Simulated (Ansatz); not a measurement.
Band structure of Zr

```yaml
crystal:
  lattice:
    - [3.23923, 0.00000, 0.00000]
    - [-1.61962, 2.80526, 0.00000]
    - [0.00000, 0.00000, 5.17222]
  atoms:
    - { symbol: Zr, position: [0.33333, 0.66667, 0.25000] }
    - { symbol: Zr, position: [0.66667, 0.33333, 0.75000] }
```

Atoms are numbered in the order listed.

Structure from Materials Project entry mp-131 (possibly hypothetical), not relaxed further.

The calculation used Ansatz 0.2.0, DFT, PBE, all-electron LAPW, scalar-relativistic.

Settings: a Γ-centred 12×12×7 k mesh, Fermi–Dirac smearing of 0.05 eV, basis error target 1 meV/atom, no spin polarisation.

Points in fractions of the reciprocal vectors of this cell: Γ (0, 0, 0), M (0.5, 0, 0), K (0.333, 0.333, 0), A (0, 0, 0.5), L (0.5, 0, 0.5), H (0.333, 0.333, 0.5). The path joins them by straight lines in the order Γ–M–K–Γ–A–L–H–A–L; legs that retrace an earlier one aren't tabulated. Energies are in eV from the Fermi level.

(1) Metal or insulator at this level of theory?

(2) Tabulate bands 18 to 25, counted from the lowest band of the run, along the path.

Answers

(1) No gap opens: metallic or semimetallic.

(2) 
```csv
k (1/Å),point,band 18,band 19,band 20,band 21,band 22,band 23,band 24,band 25
0.00,Γ,-26.38,-5.64,-3.01,0.86,0.86,0.98,1.11,1.54
0.28,,-26.39,-5.21,-2.63,0.13,0.35,1.17,1.26,1.57
0.56,,-26.43,-4.12,-2.00,-0.90,-0.52,0.68,1.18,1.27
0.84,,-26.47,-2.99,-2.23,-1.80,-0.45,0.72,0.89,1.08
1.12,M,-26.48,-2.54,-2.50,-2.12,-0.23,0.55,0.76,1.43
1.28,,-26.51,-2.39,-2.36,-2.10,-0.33,0.47,0.72,1.46
1.44,,-26.59,-2.07,-2.02,-1.99,-0.61,0.29,0.60,1.54
1.60,,-26.70,-2.06,-1.62,-1.52,-0.94,0.19,0.43,1.68
1.77,K,-26.75,-2.06,-1.35,-1.35,-1.13,0.26,0.26,1.77
2.09,,-26.62,-2.08,-1.90,-1.37,-1.25,0.13,0.83,1.25
2.41,,-26.49,-3.66,-1.59,-1.15,-0.99,0.56,0.67,1.49
2.74,,-26.40,-5.07,-2.51,-0.02,0.17,1.10,1.41,1.49
3.06,Γ,-26.38,-5.64,-3.01,0.86,0.86,0.98,1.11,1.54
3.21,,-26.38,-5.51,-3.02,0.79,0.79,0.88,0.88,1.44
3.36,,-26.40,-5.14,-3.11,0.38,0.62,0.70,0.70,1.21
3.52,,-26.42,-4.58,-3.40,0.03,0.28,0.68,0.68,0.96
3.67,A,-26.45,-3.95,-3.95,0.03,0.03,0.77,0.77,0.77
3.95,,-26.47,-3.58,-3.58,-0.32,-0.32,0.65,0.65,1.07
4.23,,-26.52,-2.91,-2.91,-0.73,-0.73,0.43,0.43,1.76
4.51,,-26.58,-2.77,-2.77,-0.93,-0.93,1.03,1.03,2.16
4.79,L,-26.60,-2.84,-2.84,-1.05,-1.05,1.59,1.59,2.20
4.95,,-26.57,-2.71,-2.71,-0.97,-0.97,1.06,1.06,2.40
5.11,,-26.55,-2.36,-2.36,-0.77,-0.77,0.31,0.31,2.30
5.27,,-26.54,-1.87,-1.87,-0.84,-0.84,-0.07,-0.07,2.07
5.43,H,-26.54,-1.42,-1.42,-1.26,-1.26,-0.05,-0.05,2.01
5.76,,-26.55,-2.12,-2.12,-0.64,-0.64,-0.07,-0.07,1.80
6.08,,-26.54,-2.62,-2.62,-0.72,-0.72,0.11,0.11,1.84
6.40,,-26.48,-3.47,-3.47,-0.40,-0.40,0.59,0.59,1.18
6.73,A,-26.45,-3.95,-3.95,0.03,0.03,0.77,0.77,0.77
```
